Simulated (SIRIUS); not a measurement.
# In in SIRIUS: the effect of functional

In:

```
CELL_PARAMETERS angstrom
-1.62547 1.62547 2.47370
1.62547 -1.62547 2.47370
1.62547 1.62547 -2.47370
ATOMIC_POSITIONS crystal
In 0.00000 0.00000 0.00000
```

Alike in all runs:

```yaml
Program: SIRIUS 7.10.0
Task: single point
Potentials_or_basis: PseudoDojo 0.4.1 PBE standard (scalar relativistic)
Cutoff: 960 eV
Density_cutoff: 3840 eV
k_mesh: 9 × 9 × 9
Occupations: fermi-dirac, width 0.05 eV
Spin: no spin polarisation
```

Q: One run gave: pressure 6.5 GPa. Which functional did it use?
A. BLYP
B. PBE
C. LDA
D. PW91
E. BPBE

A: A.

```csv
functional,pressure (GPa)
LDA,-2.2
PBE,2.1
PBEsol,-0.8
RPBE,3.7
revPBE,3.2
BLYP,6.5
PW91,2.2
AM05,-0.7
GAM,2.6
WC,-0.5
BPBE,2.1
```

Caveats: the potentials were made for another functional, which shifts forces and pressure (some runs).

Not every run made on this cell is shown here.
